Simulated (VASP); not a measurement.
BeTe:

```
CELL_PARAMETERS angstrom
0.00000 2.77000 2.77000
2.77000 0.00000 2.77000
2.77000 2.77000 0.00000
ATOMIC_POSITIONS crystal
Te 0.75000 0.75000 0.75000
Be 0.00000 0.00000 0.00000
```

* Program: VASP 6.6.1
* Task: relaxation of cell and atoms
* Functional: vdW-DF2
* Potentials or basis: VASP PAW PBE potentials, release 64 (Te, Be)
* Cutoff: 600 eV
* k mesh: 8 × 8 × 8
* Occupations: fermi-dirac, width 0.05 eV
* Spin: no spin polarisation

At the start: pressure 8.4 GPa; volume 21.25 Å³/atom.

Where does the relaxation end?

Over 3 steps the energy falls by 67.3 meV/atom and the volume is 24.10 Å³/atom (+13.4 %); space group F-43m (No. 216, to 0.05 Å).

Step by step:
| step | energy change (eV) | largest force (eV/Å) | pressure (GPa) | volume (Å³) |
| --- | --- | --- | --- | --- |
| 1 | 0.0000 | 0.0000 | 8.37 | 42.51 |
| 2 | -0.1279 | 0.0000 | -1.43 | 49.71 |
| 3 | -0.1346 | 0.0000 | 0.04 | 48.21 |

Final structure:
```
Te Be
1.0
     0.00000    2.88867    2.88867
     2.88867    0.00000    2.88867
     2.88867    2.88867    0.00000
Te Be
1 1
Direct
  0.75000 0.75000 0.75000
  0.00000 0.00000 0.00000
```

Caveat: the PAW data sets were made with another functional, which shifts forces and pressure a little; the volume moved by +13 % from the deposited cell, more than functionals usually miss.
